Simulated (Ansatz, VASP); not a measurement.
# MoS2 in VASP and in Ansatz

```
Mo S
1.0
     1.76935    1.02154    5.34390
    -1.76935    1.02154    5.34390
     0.00000   -2.04307    5.34390
Mo S
1 2
Direct
  0.00000 0.00000 0.00000
  0.75000 0.75000 0.75000
  0.25000 0.25000 0.25000
```

Alike in both runs: task relaxation of cell and atoms; functional PBE; k mesh 6 × 6 × 6; occupations gaussian, width 0.1 eV; no spin polarisation.

|  | VASP | Ansatz |
| --- | --- | --- |
| version | VASP 6.6.1 | Ansatz 0.2.0 |
| potentials or method | VASP PAW PBE potentials, release 64 (Mo_sv, S) | scalar-relativistic, plane waves, PAW |
| plane-wave cutoff (eV) | 600 | 420 |
| valence electrons in the cell | 26 | 26 |

```csv
,VASP,Ansatz,Ansatz less VASP
"gap on the k mesh at the Fermi level, each at its own relaxed structure (eV)",none,none,-
relaxed volume (Å³/atom),19.28,19.96,+0.679
relaxed cell length with the largest relative difference (Å),6.791,7.002,+0.2108
energy change over the relaxation (meV/atom),-243,-243,-0.4
```

A gap of «none» marks a metal or a gap that the smearing closes.
